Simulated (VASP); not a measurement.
Write the native input for VASP 6.6.1 that does the following.

* Task: relaxation of the atoms
* Functional: PBE
* Potentials or basis: VASP PAW PBE potentials, release 64 (Rb_sv, Cl)
* Cutoff: 600 eV
* k mesh: 8 × 8 × 8
* Occupations: gaussian, width 0.03 eV
* Spin: no spin polarisation
* Further INCAR settings: ALGO = Normal; EDIFF = 1e-07; IBRION = 2; EDIFFG = -0.01; NSW = 40

The structure of RbCl lies in POSCAR:

```
RbCl                                    
1.0
    0.0000000000      3.3277419372      3.3277419372
    3.3277419372      0.0000000000      3.3277419372
    3.3277419372      3.3277419372      0.0000000000
  Rb              Cl            
     1     1
Direct
     0.0000000000000000    0.0000000000000000    0.0000000000000000
     0.5000000000000000    0.5000000000000000    0.5000000000000000
```

The cell isn't the ideal one: a relaxed cell with its volume scaled by 0.98.

These files were run (other wordings do the same):

INCAR

```
SYSTEM = RbCl
  PREC = Accurate
  ENCUT = 600
  EDIFF = 1E-7
  ISMEAR = 0
  SIGMA = 0.03
  LREAL = .FALSE.
  LASPH = .TRUE.
  NELM = 80
  ALGO = Normal
  ISIF = 2
  LWAVE = .FALSE.
  LCHARG = .FALSE.
  GGA = PE
  IBRION = 2
  NSW = 40
  EDIFFG = -0.01
```

KPOINTS

```
regular mesh
0
G
  8 8 8
  0 0 0
```

Potentials or basis: VASP PAW PBE potentials, release 64 (Rb_sv, Cl).

Run with:

```sh
$ cat potpaw_PBE.64/Rb_sv/POTCAR potpaw_PBE.64/Cl/POTCAR > POTCAR
$ mpirun -np 1 vasp_std > vasp.out
```

Results of the run:

```
Pressure after relaxing : 0.3 GPa
Band gap on the k mesh  : 4.89 eV, direct
```

Caveat: the relaxation stopped at its first step, so nothing moved.

Run time: 16 s on 1 thread of Intel(R) Xeon(R) 6975P-C (Granite Rapids), with other jobs on the host, peak memory 0.24 GiB.
